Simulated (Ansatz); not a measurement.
# InSe: sliding across a plane, part 1 of 2

Aim: for InSe, slide the crystal rigidly across a (1 0 0) plane.

Program: Ansatz 0.2.0. Level of theory: DFT PBEsol, scalar-relativistic, plane waves, PAW. These are calculated values, not measurements.

4 further runs of the same task are left out: 1 that didn't finish, 3 set aside as unsound or not needed. Runs told in other sessions of the task aren't counted.

## Step 1: The structure to begin with

Symmetry: C2/m, No. 12, monoclinic system. Conventional cell: a = 11.750 Å, b = 4.111 Å, c = 4.564 Å, α = 90.00°, β = 110.64°, γ = 90.00°. In (site symmetry m) has 3 Se at 2.67 to 2.70 Å and 1 In at 2.79 Å in its first shell of neighbours. Se (site symmetry m) is surrounded by 3 In at 2.67 to 2.70 Å.

Structure file:

```
CELL_PARAMETERS angstrom
1.60512 0.00000 -4.27209
0.00000 4.11055 0.00000
10.14473 0.00000 4.26150
ATOMIC_POSITIONS crystal
In 0.85675 0.00000 0.88580
In 0.35675 0.50000 0.38580
In 0.14325 0.00000 0.11420
In 0.64325 0.50000 0.61420
Se 0.01723 0.00000 0.65472
Se 0.51723 0.50000 0.15472
Se 0.98277 0.00000 0.34528
Se 0.48277 0.50000 0.84528
```

It is built from the cell relaxed beforehand with the same method (25.78 Å³/atom).

## Step 2: The undisturbed cell

Input file input.yaml:

```yaml
crystal:
  lattice:
    - [1.6051187225, 0.0, -4.2720903381]
    - [0.0, 4.1105485099, 0.0]
    - [10.1447341905, 0.0, 4.2615005583]
  atoms:
    - { symbol: In, position: [0.856748731, 0.0, 0.8858026583] }
    - { symbol: In, position: [0.356748731, 0.5, 0.3858026583] }
    - { symbol: In, position: [0.143251269, 0.0, 0.1141973417] }
    - { symbol: In, position: [0.643251269, 0.5, 0.6141973417] }
    - { symbol: Se, position: [0.0172344494, 0.0, 0.6547212196] }
    - { symbol: Se, position: [0.5172344494, 0.5, 0.1547212196] }
    - { symbol: Se, position: [0.9827655506, 0.0, 0.3452787804] }
    - { symbol: Se, position: [0.4827655506, 0.5, 0.8452787804] }
basis:
  ecutwfc: 420
kpoints:
  mp_grid: { grid: [6, 7, 3] }
hamiltonian:
  xc: pbesol
scf:
  occupations: { method: gaussian, width: 0.05 }
output:
  forces: true
  stress: true
  eigenvalues: true
```

Started as:

```
ansatz run input.yaml --threads 2 --pin off --max-ram 5120MiB --backend cpu --events-out ev --progress --plain --runs-dir out
```

Standard output (excerpt; [...] marks lines left out):

```text
Warning: RAYON_NUM_THREADS=2 ignored (pool sized by the plan → 2); use --threads N
[...]
Pseudopotentials: kind: paw
Pseudopotential: In, paw, valence charge 13, recommended cutoff 420 eV (normal), In.paw.azcp
Pseudopotential: Se, paw, valence charge 16, recommended cutoff 420 eV (normal), Se.paw.azcp
Functional definition: PBEsol
[...]
Crystal: 8 atoms, lattice volume = 206.265 Å³
Basis set: ecut = 420 eV, 4041 PW (Γ), exchange–correlation on 64×60×150 points (8 copies of the dense FFT grid, shifted against one another)
Bands: 70, of which v1, the nominal top of the filled ones, is band 58 counted from 1 (57 counted from 0)
Symmetry: 8 space group operations
Space group: C2/m (ITA 12), of the structure as read, at distance tolerance 5.9e-5 Å
k-points: 40 of 126
[...]
SCF iter   1: F=—  HF=-43802.243836 eV  |F-HF|=—  |Δ(HF+E_count)|=         —  Δρ=3.86e-3  dr2=4.35e-2  ethr=1.77e-3  ⟨swp⟩=6.1  Hψ=10836  notcnv=0  defer=16
[...]
SCF iter   7: F=-43802.227741 eV  HF=-43802.227741 eV  |F-HF|=1.26e-8  |Δ(HF+E_count)|=   1.67e-7  Δρ=3.28e-6  dr2=2.16e-8  ethr=8.62e-11  ⟨swp⟩=7.9  Hψ=11290  notcnv=0
[...]
SCF converged after 7 iterations
Free energy (F): -43802.227741 eV
[...]
E sigma→0 (E₀):  -43802.227741 eV
Fermi energy:    8.941788 eV
[...]
--- Forces (eV/Å), atoms counted from 1 ---
  atom   1  In     0.00054809     0.00000000    -0.00035957
  atom   2  In     0.00054809     0.00000000    -0.00035957
  atom   3  In    -0.00054809    -0.00000000     0.00035957
  atom   4  In    -0.00054809    -0.00000000     0.00035957
  atom   5  Se    -0.00099507     0.00000000    -0.00190245
  atom   6  Se    -0.00099507     0.00000000    -0.00190245
  atom   7  Se     0.00099507    -0.00000000     0.00190245
  atom   8  Se     0.00099507    -0.00000000     0.00190245
[...]
--- Stress (GPa, compression-positive) ---
        0.000707      -0.000000       0.003173
       -0.000000       0.007040       0.000000
        0.003173       0.000000      -0.008278
  P = ⅓ Tr σ = -0.0002 GPa (-0.002 kbar)
--- Band table (eV; the first three rows and the last of 40) ---
[...]
```

Run time: 19 s. Hardware: 2 threads of Arm Neoverse V1, shared host; peak memory 0.74 GiB.

The cell is repeated 2 times, 8 atoms in all. Reference values: F = -43802.2277 eV; pressure 0.00 GPa; largest force 0.002 eV/Å; gap on the mesh 0.82 eV.

## Step 3: Variant: mp_grid.shift [0.5, 0.5, 0.5]

Changes to input.yaml since step 2:

```diff
@@ -17,3 +17,3 @@
 kpoints:
-  mp_grid: { grid: [6, 7, 3] }
+  mp_grid: { grid: [6, 7, 3], shift: [0.5, 0.5, 0.5] }
 hamiltonian:
@@ -24,3 +24,3 @@
   forces: true
+  eigenvalues: true
   stress: true
-  eigenvalues: true
```

Started as:

```
ansatz run input.yaml --threads 2 --pin off --max-ram 5120MiB --backend cpu --events-out ev --progress --plain --runs-dir out
```

Standard output (excerpt; [...] marks lines left out):

```text
Warning: RAYON_NUM_THREADS=2 ignored (pool sized by the plan → 2); use --threads N
[...]
[... 4 set-up lines as earlier in the session ...]
[...]
Crystal: 8 atoms, lattice volume = 206.265 Å³
Basis set: ecut = 420 eV, 4041 PW (Γ), exchange–correlation on 64×60×150 points (8 copies of the dense FFT grid, shifted against one another)
Bands: 70, of which v1, the nominal top of the filled ones, is band 58 counted from 1 (57 counted from 0)
[... 2 set-up lines as earlier in the session ...]
k-points: 36 of 126
[...]
SCF iter   1: F=—  HF=-43802.242788 eV  |F-HF|=—  |Δ(HF+E_count)|=         —  Δρ=3.88e-3  dr2=4.34e-2  ethr=1.77e-3  ⟨swp⟩=6.1  Hψ=9747  notcnv=0  defer=13
[...]
SCF iter   7: F=-43802.227250 eV  HF=-43802.227250 eV  |F-HF|=7.95e-9  |Δ(HF+E_count)|=   1.01e-7  Δρ=3.01e-6  dr2=1.78e-8  ethr=8.62e-11  ⟨swp⟩=8.2  Hψ=10245  notcnv=0
[...]
SCF converged after 7 iterations
Free energy (F): -43802.227250 eV
[...]
E sigma→0 (E₀):  -43802.227250 eV
Fermi energy:    8.924189 eV
[...]
--- Forces (eV/Å), atoms counted from 1 ---
  atom   1  In     0.00144265     0.00000000    -0.00023186
  atom   2  In     0.00144265     0.00000000    -0.00023186
  atom   3  In    -0.00144265    -0.00000000     0.00023186
  atom   4  In    -0.00144265    -0.00000000     0.00023186
  atom   5  Se     0.00002657     0.00000000    -0.00203328
  atom   6  Se     0.00002657     0.00000000    -0.00203328
  atom   7  Se    -0.00002657    -0.00000000     0.00203328
  atom   8  Se    -0.00002657    -0.00000000     0.00203328
[...]
--- Stress (GPa, compression-positive) ---
       -0.013185      -0.000000      -0.003723
       -0.000000      -0.007579       0.000000
       -0.003722       0.000000       0.017894
  P = ⅓ Tr σ = -0.0010 GPa (-0.010 kbar)
--- Band table (eV; the first three rows and the last of 36) ---
[...]
```

Wall time 16 s (2 threads of Arm Neoverse V1, shared host); peak memory 0.72 GiB.

```tsv
run	ending	energy change	pressure (GPa)	gap (eV)	force (eV/Å)	cycles	time
step 2	converged	0	0.0	0.82	0.00	7	19 s
variant	converged	+0.1 meV/atom	0.0	1.16	0.00	7	16 s
```

Changing the k-point mesh moves the energy by +0.1 meV/atom, and the gap on the mesh goes from 0.82 to 1.16 eV. The energy is not variational in the mesh, so the sign tells nothing. A gap read on a mesh depends on which points the mesh holds, and a coarse mesh shifts the density too.

## Step 4: Next: sliding across a plane

The cut lies on the cell's a–b face, a (1 0 0) plane of area 18.76 Å², between layers 2.51 Å apart (In below, In above); the cell is 11.0 Å thick. Vector c is tilted by f times 0·a + 1·b (length 4.111 Å) with the atoms' Cartesian places fixed: one unrelaxed fault per cell.

## Step 5: f = 0.200

Input file input.yaml:

```yaml
crystal:
  lattice:
    - [1.6051187225, 0.0, -4.2720903381]
    - [0.0, 4.1105485099, 0.0]
    - [10.1447341905, 0.822109702, 4.2615005583]
  atoms:
    - { symbol: In, position: [0.856748731, -0.0771605317, 0.3858026583] }
    - { symbol: In, position: [0.356748731, 0.3228394683, 0.8858026583] }
    - { symbol: In, position: [0.143251269, -0.1228394683, 0.6141973417] }
    - { symbol: In, position: [0.643251269, 0.4771605317, 0.1141973417] }
    - { symbol: Se, position: [0.0172344494, -0.0309442439, 0.1547212196] }
    - { symbol: Se, position: [0.5172344494, 0.3690557561, 0.6547212196] }
    - { symbol: Se, position: [0.9827655506, -0.1690557561, 0.8452787804] }
    - { symbol: Se, position: [0.4827655506, 0.4309442439, 0.3452787804] }
basis:
  ecutwfc: 420
kpoints:
  mp_grid: { grid: [6, 7, 3] }
hamiltonian:
  xc: pbesol
scf:
  occupations: { method: gaussian, width: 0.05 }
output:
  forces: true
  stress: true
  eigenvalues: true
  write_density: true
  write_potential: true
  elf: true
  volumetric_format: npy
```

Started as:

```
ansatz run input.yaml --threads 2 --pin off --max-ram 5120MiB --backend cpu --events-out ev --progress --plain --runs-dir out
```

Standard output (excerpt; [...] marks lines left out):

```text
Warning: RAYON_NUM_THREADS=2 ignored (pool sized by the plan → 2); use --threads N
[...]
[... 4 set-up lines as earlier in the session ...]
[...]
Crystal: 8 atoms, lattice volume = 206.265 Å³
Basis set: ecut = 420 eV, 4033 PW (Γ), exchange–correlation on 64×60×150 points (8 copies of the dense FFT grid, shifted against one another)
Bands: 70, of which v1, the nominal top of the filled ones, is band 58 counted from 1 (57 counted from 0)
Symmetry: 2 space group operations
Space group: P-1 (ITA 2), of the structure as read, at distance tolerance 5.9e-5 Å
k-points: 64 of 126
[...]
SCF iter   1: F=—  HF=-43802.072800 eV  |F-HF|=—  |Δ(HF+E_count)|=         —  Δρ=3.83e-3  dr2=4.92e-2  ethr=1.77e-3  ⟨swp⟩=6.0  Hψ=17199  notcnv=0  defer=38
[...]
SCF iter   7: F=-43802.055506 eV  HF=-43802.055506 eV  |F-HF|=1.08e-9  |Δ(HF+E_count)|=   5.76e-8  Δρ=3.52e-6  dr2=3.69e-8  ethr=8.62e-11  ⟨swp⟩=13.4  Hψ=36500  notcnv=0
[...]
SCF converged after 7 iterations
Free energy (F): -43802.055506 eV
[...]
E sigma→0 (E₀):  -43802.055506 eV
Fermi energy:    8.959775 eV
[...]
--- Forces (eV/Å), atoms counted from 1 ---
  atom   1  In     0.00058250    -0.00168571     0.00887709
  atom   2  In     0.42567600     0.14667218     0.00296887
  atom   3  In    -0.00058250     0.00168571    -0.00887709
  atom   4  In    -0.42567600    -0.14667218    -0.00296887
  atom   5  Se     0.04946878    -0.26706274    -0.05364155
  atom   6  Se    -0.03997401     0.03695088    -0.03529162
  atom   7  Se    -0.04946878     0.26706274     0.05364155
  atom   8  Se     0.03997401    -0.03695088     0.03529162
[...]
--- Stress (GPa, compression-positive) ---
       -0.541033      -1.504831      -0.047401
       -1.504831      -0.024717       0.238601
       -0.047401       0.238601       0.299087
  P = ⅓ Tr σ = -0.0889 GPa (-0.889 kbar)
--- Band table (eV; the first three rows and the last of 64) ---
[...]
```

Wall time 44 s (2 threads of Arm Neoverse V1, shared host); peak memory 0.91 GiB.

Density in a lattice plane of the grid's cell (edges 4.56 and 11.03 Å, at 0.323 of the third edge), which holds In.

Ten even steps from '0' (0.03 e/Å³) to '9' (25.40 e/Å³):
```
0000000000
0003300000
0002200000
0000000000
0000000000
0000011000
0000193000
0000000000
0000000000
0000000000
0000000000
0000000000
0000130000
0000000000
0000000000
0000000000
0000000000
0000000000
0000000000
0000000000
```
Columns run along the first of these edges and rows up along the second, over one cell in 10 and 20 even steps from the bottom left corner. Atoms in the plane (fractional): In at (0.36, 0.89).

ELF in the same plane.

Values, 12 rows by 6 columns:
```
0.10 0.26 0.02 0.22 0.28 0.04
0.11 0.23 0.13 0.24 0.17 0.04
0.03 0.11 0.50 0.78 0.68 0.11
0.04 0.32 0.73 0.25 0.81 0.58
0.05 0.24 0.69 0.77 0.80 0.27
0.05 0.04 0.07 0.10 0.07 0.04
0.08 0.22 0.78 0.78 0.68 0.24
0.06 0.44 0.82 0.55 0.74 0.28
0.09 0.07 0.56 0.71 0.41 0.10
0.45 0.21 0.11 0.22 0.25 0.21
0.37 0.15 0.23 0.28 0.23 0.21
0.04 0.15 0.34 0.56 0.45 0.13
```
Columns run along the first of these edges and rows up along the second, over one cell in 6 and 12 even steps from the bottom left corner. Atoms in the plane (fractional): In at (0.36, 0.89).

Both are smooth fields of the valence electrons: close to the nuclei they are not physical.

Outside the cores ELF peaks at 0.86 beside Se, off the lines to its neighbours, 0.9 Å from Se; 0.81 on the Se–In line, 0.9 Å from Se; 0.81 in the shell around Se, 0.9 Å from Se.

## Step 6: f = 0.400

Input file input.yaml:

```yaml
crystal:
  lattice:
    - [1.6051187225, 0.0, -4.2720903381]
    - [0.0, 4.1105485099, 0.0]
    - [10.1447341905, 1.644219404, 4.2615005583]
  atoms:
    - { symbol: In, position: [0.856748731, -0.1543210633, 0.3858026583] }
    - { symbol: In, position: [0.356748731, 0.1456789367, 0.8858026583] }
    - { symbol: In, position: [0.143251269, -0.2456789367, 0.6141973417] }
    - { symbol: In, position: [0.643251269, 0.4543210633, 0.1141973417] }
    - { symbol: Se, position: [0.0172344494, -0.0618884878, 0.1547212196] }
    - { symbol: Se, position: [0.5172344494, 0.2381115122, 0.6547212196] }
    - { symbol: Se, position: [0.9827655506, -0.3381115122, 0.8452787804] }
    - { symbol: Se, position: [0.4827655506, 0.3618884878, 0.3452787804] }
basis:
  ecutwfc: 420
kpoints:
  mp_grid: { grid: [6, 7, 3] }
hamiltonian:
  xc: pbesol
scf:
  occupations: { method: gaussian, width: 0.05 }
output:
  forces: true
  stress: true
  eigenvalues: true
```

Started as:

```
ansatz run input.yaml --threads 2 --pin off --max-ram 5120MiB --backend cpu --events-out ev --progress --plain --runs-dir out
```

Standard output (excerpt; [...] marks lines left out):

```text
[...]
SCF converged after 7 iterations
Free energy (F): -43801.484166 eV
[...]
E sigma→0 (E₀):  -43801.483803 eV
Entropy (-TS):   -0.000727 eV (-0.091 meV/atom)
Fermi energy:    8.712103 eV
[...]
--- Forces (eV/Å), atoms counted from 1 ---
  atom   1  In    -0.00788454    -0.00885446     0.01606888
  atom   2  In     0.72579275     0.34458487     0.01503938
  atom   3  In     0.00788454     0.00885446    -0.01606888
  atom   4  In    -0.72579275    -0.34458487    -0.01503938
  atom   5  Se     0.18523153    -0.29817716    -0.17360685
  atom   6  Se    -0.16430340     0.06381790    -0.14862211
  atom   7  Se    -0.18523153     0.29817716     0.17360685
  atom   8  Se     0.16430340    -0.06381790     0.14862211
[...]
--- Stress (GPa, compression-positive) ---
       -0.256015      -2.193073      -0.098870
       -2.193073      -0.499174       0.109160
       -0.098871       0.109160       0.995441
  P = ⅓ Tr σ = 0.0801 GPa (0.801 kbar)
--- Band table (eV; the first three rows and the last of 64) ---
[...]
```

It took 28 s on 2 threads of Arm Neoverse V1, shared host; peak memory 0.91 GiB.

## Step 7: A further run, with the input changed

Changes to input.yaml since step 6:

```diff
@@ -21,6 +21,7 @@
 scf:
-  occupations: { method: gaussian, width: 0.05 }
+  occupations: { method: methfessel_paxton, width: 2.0 }
+  max_iter: 75
 output:
   forces: true
+  eigenvalues: true
   stress: true
-  eigenvalues: true
```

Started as:

```
ansatz run input.yaml --threads 2 --pin off --max-ram 5120MiB --backend cpu --events-out ev --progress --plain --runs-dir out
```

Standard output (excerpt; [...] marks lines left out):

```text
Warning: RAYON_NUM_THREADS=2 ignored (pool sized by the plan → 2); use --threads N
band count auto-derived: 94 (N_el = 116.0; filled up to band 58; 70 by the electrons, moments and atoms)
[...]
[... 4 set-up lines as earlier in the session ...]
[...]
Crystal: 8 atoms, lattice volume = 206.265 Å³
Basis set: ecut = 420 eV, 4035 PW (Γ), exchange–correlation on 64×60×150 points (8 copies of the dense FFT grid, shifted against one another)
Bands: 94, of which v1, the nominal top of the filled ones, is band 58 counted from 1 (57 counted from 0)
[... 2 set-up lines as earlier in the session ...]
k-points: 64 of 126
[...]
Fermi energy:    8.838555 eV
Step filling:    the computed levels leave a gap of 0.1053 eV = 0.1 smearing widths at the electron count; against every level under it full and every level over it empty, smearing changes F+E_penalty+E_count by +584.437 meV and its σ→0 estimate by +259.787 meV
[...]
--- Forces (eV/Å), atoms counted from 1 ---
  atom   1  In    -0.17023116     0.00295422     0.04463860
  atom   2  In     0.59485392     0.10016354     0.01316922
  atom   3  In     0.17023116    -0.00295422    -0.04463860
  atom   4  In    -0.59485392    -0.10016354    -0.01316922
  atom   5  Se     0.06240260    -0.09287977    -0.30837666
  atom   6  Se    -0.32931870     0.01317100    -0.19246916
  atom   7  Se    -0.06240260     0.09287977     0.30837666
  atom   8  Se     0.32931870    -0.01317100     0.19246916
[...]
--- Stress (GPa, compression-positive) ---
        0.615438      -0.545444       0.498060
       -0.545444      -0.587554       0.072023
        0.498060       0.072023       0.013191
  P = ⅓ Tr σ = 0.0137 GPa (0.137 kbar)
--- Band table (eV; the first three rows and the last of 64) ---
[...]
```

Wall time 46 s (2 threads of Arm Neoverse V1, shared host); peak memory 1.1 GiB.

## Step 8: Checking the result

The run converged and reported no error. That alone doesn't make the input a sound one.

Look at the input: scf.occupations.method is methfessel_paxton; scf.occupations.width is 2.0. Occupations are smeared over electronvolts, wider than many features of the bands.

To undo it: set scf.occupations.method to gaussian and scf.occupations.width to 0.05.

```tsv
run	ending	energy change	pressure (GPa)	gap (eV)	force (eV/Å)	cycles	time
step 6	converged	0	0.1	0.00	0.80	7	28 s
altered	converged	+31.7 meV/atom (σ→0)	0.0	0.00	0.60	9	46 s
```

Changing the smearing moves the energy by +31.7 meV/atom (σ→0 values), and the largest force goes from 0.80 to 0.60 eV/Å. Cost: 9 SCF cycles against 7, 46 s against 28 s.

(Continued in part 2 of 2.)
